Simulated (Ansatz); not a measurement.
**FeO under changes of volume**

One of the cells (10.037 Å³/atom); the others are scaled copies at fixed shape and fractional positions:

```
Fe O
1.0
     1.51768    0.87623    2.51579
    -1.51768    0.87623    2.51579
     0.00000   -1.75247    2.51579
Fe O
1 1
Cartesian
  0.0000 0.0000 0.0000
  0.0000 0.0000 3.7737
```

* Program: Ansatz 0.2.0
* Functional: PBE
* Potentials or basis: Ansatz PAW
* Cutoff: 420 eV (not typed: the program's choice for these potentials)
* k mesh: 11 × 11 × 11
* Occupations: fermi-dirac, width 0.05 eV
* Spin: collinear spin, ferromagnetic start
* Starting moments: [3.0, 0.0] μB

```csv
volume (Å³/atom),energy over the lowest point (meV/atom),pressure (GPa)
9.435,20.30,12.3
9.635,8.02,7.5
9.836,1.48,3.2
10.037,0.00,-0.6
10.238,3.10,-4.1
10.438,10.29,-7.2
10.639,?,?
```

Question: What does the run at 10.639 Å³/atom give?

Answer: Energy over the lowest point 21.15 meV/atom; pressure -10.0 GPa.

Worked out: A Birch-Murnaghan fit of order 3 (a polynomial in V^(-2/3)) to the other rows has its minimum at 10.00 Å³/atom with B0 = V·E''(V) = 185 GPa and B' = 4.6 at fixed shape and positions, which overstates the stiffness. It gives 21.14 meV/atom at 10.639 Å³/atom, against the run's 21.15, and -dE/dV = -10.0 GPa, against -10.0.

Energies are extrapolated to zero smearing.

Caveats: a cell with one magnetic atom can't hold antiferromagnetic order, which such compounds often take.
